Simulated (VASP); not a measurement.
## TaS2: single point with PBE

Crystal: TaS2.

```
CELL_PARAMETERS angstrom
3.35000 0.00000 0.00000
-1.67500 2.90119 0.00000
0.00000 0.00000 5.86000
ATOMIC_POSITIONS crystal
Ta 0.00000 0.00000 0.00000
S 0.66667 0.33333 0.75000
S 0.33333 0.66667 0.25000
```

- Program: VASP 6.6.1
- Task: single point
- Functional: PBE
- Potentials or basis: VASP PAW PBE potentials, release 64 (Ta_pv, S)
- Cutoff: 520 eV
- k mesh: 9 × 9 × 5
- Occupations: gaussian, width 0.021 eV
- Spin: no spin polarisation

```yaml
Pressure: 9.1 GPa
Largest_force: 1.262 eV/Å
Band_gap_on_the_k_mesh: none (metal or under the smearing width)
```

Forces on the atoms (eV/Å):
```
Ta   0.000  0.000  0.000
S    0.000  0.000 -1.262
S    0.000  0.000  1.262
```

Stress tensor (GPa, compression positive):
```
 7.43  0.00  0.00
 0.00  7.43  0.00
 0.00  0.00 12.56
```

Levels at points of the mesh, in eV from the Fermi level:
| k point | band 9 | band 10 | band 11 | band 12 | band 13 | band 14 |
| --- | --- | --- | --- | --- | --- | --- |
| (0.00, 0.00, 0.00) | -1.34 | -0.80 | -0.80 | 0.03 | 0.03 | 0.28 |

Wall time 51 s on 1 thread of Intel(R) Xeon(R) Platinum 8488C (Sapphire Rapids) (shared host), peak memory 0.2 GiB.

Caveat: this functional lacks dispersion, which binds the layers, so the pressure and a relaxed spacing across them are unreliable; forces of over 1 eV/Å show positions far from the minimum, so gaps and moduli don't describe the material at rest. Spin-orbit coupling is left out, which matters for the levels of Ta.
